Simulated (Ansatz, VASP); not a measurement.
One calculation of ZnO, two programs

INCAR

```
SYSTEM = ZnO
ALGO = Normal
EDIFF = 1E-7
ENCUT = 520
GGA = PS
ISIF = 2
ISMEAR = 0
LASPH = .True.
LCHARG = .False.
LREAL = .False.
LWAVE = .False.
NBANDS = 26
NELM = 60
PREC = Accurate
SIGMA = 0.01
```

The input KPOINTS:

```
k-points
0
Gamma
  9 9 6
  0 0 0
```

File POSCAR:

```
ZnO
1.0
    3.2309096810      0.0000000000      0.0000000000
   -1.6154548405      2.7980498610      0.0000000000
    0.0000000000      0.0000000000      5.2156080124
Zn O
2 2
Direct
    0.3333333333      0.6666666667     -0.0590000000
    0.6666666667      0.3333333333      0.4410000000
    0.3333333333      0.6666666667      0.4410000000
    0.6666666667      0.3333333333      0.9410000000
```

Input for Ansatz:

```yaml
crystal:
  lattice:
    - [3.230909681, 0.0, 0.0]
    - [-1.6154548405, 2.798049861, 0.0]
    - [0.0, 0.0, 5.2156080124]
  atoms:
    - { symbol: Zn, position: [0.3333333333, 0.6666666667, -0.059] }
    - { symbol: Zn, position: [0.6666666667, 0.3333333333, 0.441] }
    - { symbol: O, position: [0.3333333333, 0.6666666667, 0.441] }
    - { symbol: O, position: [0.6666666667, 0.3333333333, 0.941] }
basis:
  ecutwfc: 420
  xc_grid: 2
kpoints:
  mp_grid: { grid: [9, 9, 6] }
hamiltonian:
  xc: pbesol
  pseudopotentials: { kind: paw, azcp: { folder: soft_1 } }
scf:
  occupations: { method: fixed }
output:
  forces: true
  stress: true
  eigenvalues: true
  polarization: {}
```

Change from the starting cell: polar distortion scaled by 0.00.

Alike in both runs: task single point; functional PBEsol; k mesh 9 × 9 × 6; no spin polarisation.

|  | VASP | Ansatz |
| --- | --- | --- |
| version | VASP 6.6.1 | Ansatz 0.2.0 |
| potentials or method | VASP PAW PBE potentials, release 64 (Zn, O) | scalar-relativistic, plane waves, PAW |
| plane-wave cutoff (eV) | 520 | 420 |
| occupations | gaussian, width 0.01 eV | fixed |
| valence electrons in the cell | 36 | 36 |

|  | VASP | Ansatz | Ansatz less VASP |
| --- | --- | --- | --- |
| gap on the k mesh at the Fermi level (eV) | 0.82 | 0.82 | -0.006 |
| least direct gap on the mesh (eV) | 0.82 | 0.82 | -0.006 |
| pressure (GPa) | 8.4 | 7.3 | -1.11 |
| largest component of the traceless stress (GPa) | 12.33 | 11.34 | -0.987 |

Ansatz warned: «pseudo_functional_mismatch».

Caveats: the PAW data sets were made with another functional, which shifts forces and pressure a little (VASP); an odd mesh through Γ misses points on the zone boundary, where band edges often lie.
